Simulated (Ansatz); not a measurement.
HfO2, 3 atoms in the cell. Symmetry: Fm-3m, No. 225, cubic system. The conventional cell has a = 5.115 Å, b = 5.115 Å, c = 5.115 Å, α = 90.00°, β = 90.00°, γ = 90.00°. Hf (site symmetry m-3m) is surrounded by 8 O at 2.21 Å. O (site symmetry -43m) is surrounded by 4 Hf at 2.21 Å. Measurements of this composition are mostly on another form, of space group No. 14.

- Program: Ansatz 0.2.0
- Task: band structure
- Functional: HSE06
- Potentials or basis: Ansatz PAW
- Cutoff: 420 eV (not typed: the program's choice for these potentials)
- k mesh: 5 × 5 × 5
- Occupations: fermi-dirac, width 0.05 eV
- Spin: no spin polarisation
- Path: [["G", "X", "W", "K", "G", "L", "U", "W", "L", "K"], ["U", "X"]]
- Points for each segment of the path: 4

Potentials or basis: Ansatz PAW.

Launch:

```sh
$ ansatz run input.yaml --threads 2 --pin off --max-ram 5632MiB --backend cpu --events-out ev --progress --plain --runs-dir out
```

Hardware: 2 threads of Arm Neoverse V2, on a shared host.

Q: How long does it take, and how much memory?

A: It took 2.1 min on 2 threads of Arm Neoverse V2, on a shared host, peak memory 0.8 GiB. Counts: scf iterations 14, plane waves 645, k points 10, bands 26.
